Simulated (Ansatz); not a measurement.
Write the native input for Ansatz 0.2.0 that does the following.

```
Task                : single point
Functional          : PBE
Potentials or basis : Ansatz PAW
Cutoff              : 420 eV (not typed: the program's choice for these potentials)
k mesh              : 8 × 8 × 6
Occupations         : fermi-dirac, width 0.05 eV
Spin                : no spin polarisation
```

The system is CaO.

```
Ca O
1.0
     3.99198    0.00000    0.00000
    -1.99599    3.45715    0.00000
     0.00000    0.00000    4.78484
Ca O
2 2
Cartesian
  1.9960 1.1524 1.1962
  0.0000 2.3048 3.5886
  1.9960 1.1524 3.5886
  0.0000 2.3048 1.1962
```

The cell comes from a database or a generator and needn't be the stable form of this composition.

One way to write it, as run:

input.yaml

```yaml
crystal:
  lattice:
    - [3.9919758245, 0.0, 0.0]
    - [-1.9959879122, 3.4571524753, 0.0]
    - [0.0, 0.0, 4.78484001]
  atoms:
    - { symbol: Ca, position: [0.6666666667, 0.3333333333, 0.25] }
    - { symbol: Ca, position: [0.3333333333, 0.6666666667, 0.75] }
    - { symbol: O, position: [0.6666666667, 0.3333333333, 0.75] }
    - { symbol: O, position: [0.3333333333, 0.6666666667, 0.25] }
hamiltonian:
  xc: pbe
  pseudopotentials: { kind: paw }
kpoints:
  mp_grid: { grid: [8, 8, 6] }
scf:
  occupations: { method: fermi_dirac, width: 0.05 }
output:
  forces: true
  stress: true
  eigenvalues: true
  write_density: true
  write_potential: true
  elf: true
  volumetric_format: npy
```

Potentials or basis: Ansatz PAW.

Command:

```sh
$ ansatz run input.yaml --threads 2 --pin off --max-ram 5120MiB --backend cpu --events-out ev --progress --plain --runs-dir out
```

Results of the run:

The pressure is 1.0 GPa and the band gap on the k mesh is 3.18 eV, direct.

Caveat: the pressure holds a Pulay correction of +0.4 GPa for the finite cutoff.

Wall time 1.5 s on 2 threads of Arm Neoverse V2, with other jobs on the host, peak memory 0.33 GiB.
